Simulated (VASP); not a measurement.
A run of VASP 6.6.1 is set up as follows.

File INCAR:

```
SYSTEM = W
PREC = Accurate
ENCUT = 520
EDIFF = 1E-7
ISMEAR = 0
SIGMA = 0.1
LREAL = .False.
LASPH = .True.
NELM = 100
ALGO = Normal
ISIF = 3
LWAVE = .False.
LCHARG = .False.
GGA = PE
IBRION = 2
NSW = 80
EDIFFG = -0.002
```

KPOINTS

```
Automatic mesh
0
Gamma
  4 4 4
  0 0 0
```

POSCAR

```
W                                       
1.0
   -1.5910411880      1.5910411880      1.5910411880
    1.5910411880     -1.5910411880      1.5910411880
    1.5910411880      1.5910411880     -1.5910411880
  W             
     1
Direct
     0.0000000000000000    0.0000000000000000    0.0000000000000000
```

Potentials or basis: VASP PAW PBE potentials, release 64 (W_sv).

Command:

```console
$ cat potpaw_PBE.64/W_sv/POTCAR > POTCAR
$ mpirun -np 1 vasp_std > vasp.out
```

Q: Estimate the band gap on the k mesh.

A: None (metal or under the smearing width).

Final structure:
```yaml
crystal:
  lattice:
    - [-1.59104, 1.59104, 1.59104]
    - [1.59104, -1.59104, 1.59104]
    - [1.59104, 1.59104, -1.59104]
  atoms:
    - { symbol: W, position: [0.00000, 0.00000, 0.00000] }
```

Caveat: the k mesh is coarse (spacing up to 0.70 Å⁻¹), so the values aren't converged; the relaxation stopped at its first step, so nothing moved. Spin-orbit coupling is left out, which matters for the levels of W.
